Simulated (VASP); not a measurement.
# Cu3Au (Auricupride): cell size against the level of theory, part 2 of 2

Aim: relax Cu3Au (Auricupride) at several levels and hold each cell against experiment. The start is a cell from a database of measured crystal structures.

VASP 6.6.1, plane waves and PAW; the level of theory is named at each step.

Still holding for the runs below: The k-mesh is coarse for a metal.

So far. Step 2 (Relaxation with PBE): It ends with forces that vanish by symmetry and a pressure of 0.08 GPa. The volume lies +3.4 % from that of the database's start. The conventional cell has a = 3.782 Å.

## (3) Relaxation with LDA

This step: LDA; plane waves and PAW (Cu, Au) (VASP 6.6.1).

LDA, the lowest rung, knows the local density alone.

INCAR reads:

```
SYSTEM = Cu3Au
PREC = Accurate
ENCUT = 520
EDIFF = 1E-06
NELM = 100
ISMEAR = -1
SIGMA = 0.05
LREAL = .FALSE.
ALGO = Normal
GGA = CA
NBANDS = 28
LORBIT = 11
LWAVE = .FALSE.
LCHARG = .FALSE.
KPAR = 2
IBRION = 2
NSW = 60
ISIF = 3
EDIFFG = -0.01
```

POSCAR reads:

```
Cu3Au
1.0
    3.7400000000      0.0000000000      0.0000000000
    0.0000000000      3.7400000000      0.0000000000
    0.0000000000      0.0000000000      3.7400000000
Cu Au
3 1
Direct
    0.0000000000      0.5000000000      0.5000000000
    0.5000000000      0.0000000000      0.5000000000
    0.5000000000      0.5000000000      0.0000000000
    0.0000000000      0.0000000000      0.0000000000
```

KPOINTS reads:

```
Automatic mesh
0
Gamma
7 7 7
0 0 0
```

PAW data sets: Cu and Au (PBE family, release 64).

Launch:

```sh
$ mpirun -np 2 vasp_std
```

The log of the run:

```text
[banner, memory and clock lines left out]
running    2 mpi-ranks, on    1 nodes
 distrk:  each k-point on    1 cores,    2 groups
 distr:  one band on    1 cores,    1 groups

 POSCAR found type information on POSCAR CuAu
 POSCAR found :  2 types and       4 ions
|                                                                             |
|               ----> ADVICE to this user running VASP <----                  |
|                                                                             |
|     You enforced a specific xc type in the INCAR file but a different       |
|     [... a line on the potential file left out ...]
|     I HOPE YOU KNOW WHAT YOU ARE DOING!                                     |
|                                                                             |

 LDA part: xc-table for (Slater(with rela. corr.)+CA(PZ))
 , standard interpolation
 POSCAR, INCAR and KPOINTS ok, starting setup
 FFT: planning ... GRIDC
 FFT: planning ... GRID_SOFT
 FFT: planning ... GRID
 WAVECAR not read
 entering main loop
       N       E                     dE             d eps       ncg     rms          rms(c)
DAV:   1     0.361635981869E+03    0.36164E+03   -0.20464E+04  1160   0.252E+03
DAV:   2     0.123964517648E+02   -0.34924E+03   -0.33433E+03  1128   0.435E+02
DAV:   3    -0.214764985598E+02   -0.33873E+02   -0.32199E+02  1208   0.175E+02
DAV:   4    -0.224420614472E+02   -0.96556E+00   -0.96061E+00  1492   0.354E+01
DAV:   5    -0.224554378557E+02   -0.13376E-01   -0.13374E-01  1640   0.327E+00    0.176E+01
DAV:   6    -0.203215286179E+02    0.21339E+01   -0.31535E+01  1284   0.128E+02    0.826E+00
DAV:   7    -0.188328152254E+02    0.14887E+01   -0.82051E+00  1336   0.946E+01    0.473E+00
DAV:   8    -0.188092877831E+02    0.23527E-01   -0.47698E-01  1624   0.885E+00    0.314E+00
DAV:   9    -0.188066025051E+02    0.26853E-02   -0.20108E-01  1776   0.105E+01    0.192E+00
DAV:  10    -0.187807793411E+02    0.25823E-01   -0.10077E-01  1752   0.822E+00    0.195E-01
DAV:  11    -0.187813754626E+02   -0.59612E-03   -0.10013E-02  1692   0.123E+00    0.157E-01
DAV:  12    -0.187813052168E+02    0.70246E-04   -0.17604E-04  1384   0.148E-01    0.790E-02
DAV:  13    -0.187812740821E+02    0.31135E-04   -0.12823E-04  1720   0.133E-01    0.504E-03
DAV:  14    -0.187812750131E+02   -0.93100E-06   -0.14650E-05  1444   0.564E-02    0.727E-03
DAV:  15    -0.187812750362E+02   -0.23152E-07   -0.28701E-07   656   0.109E-02
   1 F= -.18781275E+02 E0= -.18774823E+02  d E =-.187813E+02
 curvature:   0.00 expect dE= 0.000E+00 dE for cont linesearch  0.000E+00
 trial: gam= 0.00000 g(F)=  0.000E+00 g(S)=  0.258E+00 ort = 0.000E+00 (trialstep = 0.100E+01)
 search vector abs. value=  0.258E+00
 bond charge predicted
       N       E                     dE             d eps       ncg     rms          rms(c)
DAV:   1    -0.269218281059E+02   -0.81406E+01   -0.11252E+02  1248   0.182E+02    0.245E+01
DAV:   2    -0.224202389932E+02    0.45016E+01   -0.65293E+01  1248   0.199E+02    0.114E+01
DAV:   3    -0.188751445192E+02    0.35451E+01   -0.16368E+01  1344   0.132E+02    0.357E+00
DAV:   4    -0.188522885521E+02    0.22856E-01   -0.10638E+00  1460   0.912E+00    0.261E+00
DAV:   5    -0.187962617742E+02    0.56027E-01   -0.26797E-01  1808   0.118E+01    0.148E+00
DAV:   6    -0.187807688959E+02    0.15493E-01   -0.43101E-02  1700   0.456E+00    0.745E-01
DAV:   7    -0.187774588169E+02    0.33101E-02   -0.19968E-02  1748   0.229E+00    0.853E-02
DAV:   8    -0.187774881794E+02   -0.29362E-04   -0.20380E-03  1324   0.469E-01    0.322E-02
DAV:   9    -0.187774884855E+02   -0.30613E-06   -0.33778E-05  1304   0.696E-02    0.202E-02
DAV:  10    -0.187774887206E+02   -0.23501E-06   -0.10623E-06   736   0.114E-02
   2 F= -.18777489E+02 E0= -.18771814E+02  d E =0.378632E-02
 trial-energy change:    0.003786  1 .order    0.023334   -0.258157    0.304825
 step:   0.5106(harm=  0.4586)  dis= 0.00000  next Energy=   -18.849786 (dE=-0.685E-01)
 bond charge predicted
       N       E                     dE             d eps       ncg     rms          rms(c)
DAV:   1    -0.206753870487E+02   -0.18979E+01   -0.29360E+01  1280   0.104E+02    0.103E+01
DAV:   2    -0.193043414841E+02    0.13710E+01   -0.10978E+01  1228   0.832E+01    0.378E+00
DAV:   3    -0.189304551502E+02    0.37389E+00   -0.22762E+00  1288   0.421E+01    0.276E+00
DAV:   4    -0.188730020212E+02    0.57453E-01   -0.10097E-01  1680   0.840E+00    0.164E+00
DAV:   5    -0.188511242652E+02    0.21878E-01   -0.37318E-02  1820   0.500E+00    0.428E-01
DAV:   6    -0.188498399800E+02    0.12843E-02   -0.72315E-03  1704   0.147E+00    0.918E-02
DAV:   7    -0.188498310615E+02    0.89185E-05   -0.11045E-03  1752   0.514E-01    0.558E-02
DAV:   8    -0.188498087025E+02    0.22359E-04   -0.18423E-04  1680   0.199E-01    0.107E-02
DAV:   9    -0.188498080183E+02    0.68417E-06   -0.74889E-06  1300   0.313E-02
   3 F= -.18849808E+02 E0= -.18843365E+02  d E =-.685330E-01
 curvature:  -0.23 expect dE=-0.679E-05 dE for cont linesearch -0.679E-05
 trial: gam=-0.01065 g(F)=  0.813E-65 g(S)=  0.299E-04 ort = 0.278E-02 (trialstep = 0.902E+00)
 search vector abs. value=  0.357E-08
 reached required accuracy - stopping structural energy minimisation
```

Wall time 15 s (2 MPI ranks of Intel Xeon 6975P-C (Granite Rapids), shared host); peak memory 0.3 GiB; 30 s of CPU time.

From OUTCAR (step 3):

```text
The static configuration has the point symmetry O_h .

 Found     20 irreducible k-points:

   NELECT =      44.0000    total number of electrons

 E-fermi :   8.6265

 k-point     1 :       0.0000    0.0000    0.0000
  band No.  band energies     occupation
    ...
     17       7.0506      2.00000
     18       7.0506      2.00000
     19       7.2587      2.00000
     20       7.2587      2.00000
     21       7.2587      2.00000
     22       9.8357      0.00000
     23       9.8357      0.00000
     24       9.8357      0.00000
     25      15.0387      0.00000
     26      16.6657      0.00000
    ...

 k-point     2 :       0.1429    0.0000    0.0000
  band No.  band energies     occupation
    ...
     18       7.0113      2.00000
     19       7.0113      2.00000
     20       7.0508      2.00000
     21       7.2578      2.00000
     22       8.5958      1.29771
     23      10.6056      0.00000
     24      10.6056      0.00000
     25      15.5027      0.00000
     26      16.5459      0.00000
     27      17.8968      0.00000
    ...

  Total       -0.0287525     -0.0287525     -0.0287525      0.0000000      0.0000000      0.0000000
  in kB       -0.9255124     -0.9255124     -0.9255124      0.0000000      0.0000000      0.0000000
  external PRESSURE =      -0.9255124 kB  Pullay stress =       0.0000000 kB

  energy-cutoff  :      520.00
  volume of cell :       49.77
      direct lattice vectors                 reciprocal lattice vectors
     3.678478119 -0.000000000 -0.000000000     0.271851556 -0.000000000  0.000000000
     0.000000000  3.678478119  0.000000000     0.000000000  0.271851556 -0.000000000
    -0.000000000  0.000000000  3.678478119     0.000000000 -0.000000000  0.271851556

 POSITION                                       TOTAL-FORCE (eV/Angst)
 -----------------------------------------------------------------------------------
     -0.00000      1.83924      1.83924         0.000000      0.000000      0.000000
      1.83924      0.00000      1.83924        -0.000000      0.000000      0.000000
      1.83924      1.83924      0.00000        -0.000000     -0.000000      0.000000
      0.00000      0.00000      0.00000        -0.000000     -0.000000      0.000000
 -----------------------------------------------------------------------------------
    total drift:                                0.000000      0.000000      0.000000

  FREE ENERGIE OF THE ION-ELECTRON SYSTEM (eV)
  ---------------------------------------------------
  free  energy   TOTEN  =       -18.8498080183 eV

  energy  without entropy=      -18.8369215504  energy(sigma->0) =      -18.84336478

 total charge
# of ion       s       p       d       tot
------------------------------------------
    1        0.440   0.398   9.214  10.051
    2        0.440   0.398   9.214  10.051
    3        0.440   0.398   9.214  10.051
    4        0.666   0.522   8.664   9.852
--------------------------------------------------
tot          1.985   1.715  36.306  40.006

[... 8 parts as in an earlier step ...]

[... 5 further parts left out ...]
```

CONTCAR:

```
Cu3Au
   1.00000000000000
     3.6784781188642888   -0.0000000000000000   -0.0000000000000000
     0.0000000000000000    3.6784781188642888    0.0000000000000000
    -0.0000000000000000    0.0000000000000000    3.6784781188642888
  Cu              Au
     3     1
Direct
     0.0000000000000000    0.5000000000000000    0.5000000000000000
     0.5000000000000000    0.0000000000000000    0.5000000000000000
     0.5000000000000000    0.5000000000000000    0.0000000000000000
     0.0000000000000000    0.0000000000000000    0.0000000000000000
```

The PAW data sets were made with PBE, though LDA sets exist; this is a small mismatch.

The steps of the relaxation:

```csv
step,energy less that of the first step (eV),largest force (eV/Å),pressure (GPa),volume (Å³)
1,0.0000,0.0000,-8.18,52.31
2,0.0038,0.0000,10.66,47.42
3,-0.0685,0.0000,-0.09,49.77
```

```csv
"conventional cell, symmetrised",before,after,change
a (Å),3.740,3.678,-1.6 %
b (Å),3.740,3.678,-1.6 %
c (Å),3.740,3.678,-1.6 %
volume (Å³/atom),13.08,12.44,-4.9 %
```

The relaxed structure:

```xyz
4
Lattice="3.6785 0.0000 0.0000 0.0000 3.6785 0.0000 0.0000 0.0000 3.6785" Properties=species:S:1:pos:R:3 pbc="T T T"
Cu    0.0000    1.8392    1.8392
Cu    1.8392    0.0000    1.8392
Cu    1.8392    1.8392    0.0000
Au    0.0000    0.0000    0.0000
```

Numbers from this step:

```yaml
free_energy_toten: -18.85 eV
energy_at_zero_smearing: -18.84 eV
fermi_energy: 8.627 eV
pressure: -0.09255 GPa
```

It ends at 12.44 Å³/atom, -4.9 % from the start, with -0.09 GPa left. The conventional cell has a = 3.678 Å.

## (4) Relaxation with PBE + D3(BJ)

This step: PBE with D3(BJ); plane waves and PAW (Cu, Au) (VASP 6.6.1).

A dispersion term adds the long-range attraction that semilocal functionals lack. D3 with Becke-Johnson damping keeps a finite attraction at short range.

Changes to INCAR since step 3:

```diff
@@ -9,3 +9,4 @@
 ALGO = Normal
-GGA = CA
+GGA = PE
+IVDW = 12
 NBANDS = 28
```

POSCAR is that of step 3.

KPOINTS is that of step 3.

Launch:

```sh
$ mpirun -np 2 vasp_std
```

The log of the run:

```text
[... set-up lines as in an earlier step ...]
 entering main loop
       N       E                     dE             d eps       ncg     rms          rms(c)
[... 15 cycles as in an earlier step ...]
   1 F= -.16965041E+02 E0= -.16958866E+02  d E =-.169650E+02
[...]
N       E                     dE             d eps       ncg     rms          rms(c)
DAV:   1    -0.151986880833E+02   -0.63703E+00   -0.10116E+01  1280   0.569E+01    0.689E+00
DAV:   2    -0.147807394898E+02    0.41795E+00   -0.53601E+00  1212   0.565E+01    0.335E+00
DAV:   3    -0.145050945414E+02    0.27564E+00   -0.13195E+00  1244   0.365E+01    0.127E+00
DAV:   4    -0.144968014776E+02    0.82931E-02   -0.71494E-02  1656   0.342E+00    0.982E-01
[...]
DAV:   8    -0.144895874398E+02    0.40741E-05   -0.48994E-05  1580   0.830E-02    0.129E-02
DAV:   9    -0.144895861709E+02    0.12690E-05   -0.34297E-06  1016   0.512E-02    0.580E-03
DAV:  10    -0.144895859437E+02    0.22719E-06   -0.58566E-07   632   0.980E-03
   2 F= -.16966833E+02 E0= -.16960472E+02  d E =-.179140E-02
 trial-energy change:   -0.001791  1 .order   -0.001135   -0.023107    0.020836
 step:   0.5480(harm=  0.5258)  dis= 0.00000  next Energy=   -16.971481 (dE=-0.644E-02)
[...]
N       E                     dE             d eps       ncg     rms          rms(c)
DAV:   1    -0.146688136897E+02   -0.17923E+00   -0.21223E+00  1280   0.269E+01    0.296E+00
DAV:   2    -0.145743822921E+02    0.94431E-01   -0.95885E-01  1220   0.240E+01    0.131E+00
DAV:   3    -0.145333507481E+02    0.41032E-01   -0.22234E-01  1292   0.135E+01    0.706E-01
DAV:   4    -0.145296636141E+02    0.36871E-02   -0.84027E-03  1716   0.201E+00    0.446E-01
DAV:   5    -0.145281812345E+02    0.14824E-02   -0.26583E-03  1792   0.129E+00    0.112E-01
DAV:   6    -0.145280725210E+02    0.10871E-03   -0.50806E-04  1648   0.333E-01    0.380E-02
DAV:   7    -0.145280687868E+02    0.37342E-05   -0.88122E-05  1764   0.147E-01    0.113E-02
DAV:   8    -0.145280693527E+02   -0.56587E-06   -0.12273E-05  1388   0.411E-02    0.434E-03
DAV:   9    -0.145280692100E+02    0.14274E-06   -0.29885E-07   580   0.807E-03
   3 F= -.16971569E+02 E0= -.16965278E+02  d E =-.652740E-02
[...]
reached required accuracy - stopping structural energy minimisation
```

Elapsed: 17 s, on 2 MPI ranks; peak memory 0.34 GiB.

From OUTCAR (step 4):

```text
 Edisp (eV)   -2.47725

 Edisp (eV)   -2.44350

  Total       0.00711     0.00711     0.00711     0.00000     0.00000     0.00000
  in kB       0.22134     0.22134     0.22134     0.00000     0.00000     0.00000
  external pressure =        0.22 kB  Pullay stress =        0.00 kB

 POSITION                                       TOTAL-FORCE (eV/Angst)
 -----------------------------------------------------------------------------------
      0.00000      1.86012      1.86012         0.000000     -0.000000      0.000000
      1.86012     -0.00000      1.86012         0.000000     -0.000000      0.000000
      1.86012      1.86012     -0.00000        -0.000000      0.000000      0.000000
      0.00000      0.00000      0.00000        -0.000000      0.000000      0.000000
 -----------------------------------------------------------------------------------
    total drift:                                0.000000      0.000000      0.000000

  FREE ENERGIE OF THE ION-ELECTRON SYSTEM (eV)
  ---------------------------------------------------
  free  energy   TOTEN  =       -16.9715687985 eV

  energy  without entropy=      -16.9589878705  energy(sigma->0) =      -16.96527833

[... 2 parts as in an earlier step ...]

[... 2 further parts left out ...]
[key lines of the parts left out:]
E-fermi :   8.5248
```

Dispersion corrections of this kind ignore metallic screening and tend to overbind metals.

The steps of the relaxation:

```csv
step,energy less that of the first step (eV),largest force (eV/Å),pressure (GPa),volume (Å³)
1,0.0000,0.0000,-2.45,52.31
2,-0.0018,0.0000,2.27,50.82
3,-0.0065,0.0000,0.02,51.49
```

```csv
"conventional cell, symmetrised",before,after,change
a (Å),3.740,3.720,-0.5 %
b (Å),3.740,3.720,-0.5 %
c (Å),3.740,3.720,-0.5 %
volume (Å³/atom),13.08,12.87,-1.6 %
```

The relaxed structure:

```xyz
4
Lattice="3.7202 0.0000 0.0000 0.0000 3.7202 0.0000 0.0000 0.0000 3.7202" Properties=species:S:1:pos:R:3 pbc="T T T"
Cu    0.0000    1.8601    1.8601
Cu    1.8601    0.0000    1.8601
Cu    1.8601    1.8601    0.0000
Au    0.0000    0.0000    0.0000
```

It ends at 12.87 Å³/atom, -1.6 % from the start, with 0.02 GPa left. The conventional cell has a = 3.720 Å. Against plain PBE, the dispersion term moves a by -1.6 %.

## (5) The cells as a table

This step: relaxed cells at several levels; plane waves and PAW (VASP 6.6.1).

This step runs nothing: it gathers the runs above.

Lengths are those of the conventional cell; cost is the wall time of each run, as given at its step, times its ranks, without the set-up around it. Results by level, by row:

```csv
level,volume (Å³/atom),change from the start (%),a (Å),cost (core minutes)
PBE,13.52,3.4,3.782,0.54
LDA,12.44,-4.9,3.678,0.513
PBE + D3(BJ),12.87,-1.6,3.72,0.56
```

## (6) Summary of results

```json
{
  "volume, PBE": "13.52 Å³/atom",
  "volume, LDA": "12.44 Å³/atom",
  "volume, PBE + D3(BJ)": "12.87 Å³/atom"
}
```

In words: For Cu3Au (Auricupride) the levels give volumes between 12.44 Å³/atom (LDA) and 13.52 Å³/atom (PBE), a spread of 8.7 %, while the cost of the finished runs spans a factor of 1.1. Against the volume of the start, a cell from experiment, PBE + D3(BJ) comes nearest (-1.6 %) and LDA lies farthest (-4.9 %); thermal expansion is in that cell alone. Within 2 % of it: PBE + D3(BJ). The costs hold the number of ionic steps as well as the price of the functional. Adding D3(BJ) to PBE changes the volume by -4.8 % (a by -1.6 %). Pairwise corrections of the D and TS kind ignore the screening in a metal, so they may overbind here. Within 0.02 Å all end in space group Pm-3m; the runs can't lower the symmetry of the start. The k-sampling is coarse for a metal, so the Fermi level, pressures and the shape of the cell carry errors. Spin-orbit coupling is left out. Each is a single relaxation on the plane waves of the start cell, so larger changes of volume carry a basis-set error that was not tested here. Zero-point and thermal expansion are not included.

[Lines on the potential files, build, host, timing and source positions are cut from VASP's logs without a mark.]

[Logs are printed without paths, hosts, clocks, repeated set-up lines and the standing remarks that a program may print on its own settings, such as how far it seeks lower states.]

[Hosts, paths, dates, database ids (printed as entryN), source tags and the programs' standing remarks are cut or masked in the printed files.]

[A measured line is paired with the nearest computed mode of its activity, which favours agreement.]

[In band tables of VASP the shares of atoms and orbitals are scaled to a sum of 1 inside the atoms' spheres.]
